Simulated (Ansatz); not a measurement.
The system is SnTe.

```
CELL_PARAMETERS angstrom
0.00000 3.15085 3.15085
3.15085 0.00000 3.15085
3.15085 3.15085 0.00000
ATOMIC_POSITIONS crystal
Te 0.50000 0.50000 0.50000
Sn 0.00000 0.00000 0.00000
```

| Item | Value |
| --- | --- |
| Program | Ansatz 0.2.0 |
| Task | relaxation of cell and atoms |
| Functional | BLYP |
| Potentials or basis | Ansatz PAW |
| Cutoff | 420 eV (not typed: the program's choice for these potentials) |
| k mesh | 7 × 7 × 7 |
| Occupations | fermi-dirac, width 0.05 eV |
| Spin | no spin polarisation |

At the start: volume 31.28 Å³/atom.

Question: How do energy, volume and symmetry change on relaxing?

Answer: It ends after 6 steps and the volume is 35.88 Å³/atom (+14.7 %); space group Fm-3m (No. 225, to 0.05 Å).

The path:
```csv
step,energy change (eV),largest force (eV/Å),volume (Å³)
1,0.0000,0.0000,62.56
2,-0.1527,0.0000,72.29
3,-0.1531,0.0000,71.89
4,-0.1543,0.0000,71.89
5,-0.1543,0.0000,71.76
6,-0.1543,0.0000,71.76
```

Final structure:
```
CELL_PARAMETERS angstrom
0.00000 3.29823 3.29823
3.29823 0.00000 3.29823
3.29823 3.29823 0.00000
ATOMIC_POSITIONS crystal
Te 0.50000 0.50000 0.50000
Sn 0.00000 0.00000 0.00000
```

Caveat: the plane-wave basis is chosen anew once the cell has moved, so the energies of steps on either side of that aren't comparable; the volume moved by +15 % from the deposited cell, more than functionals usually miss; the PAW data sets come from PBE, with cores solved anew for the run's functional, which leaves a small shift of forces and pressure.
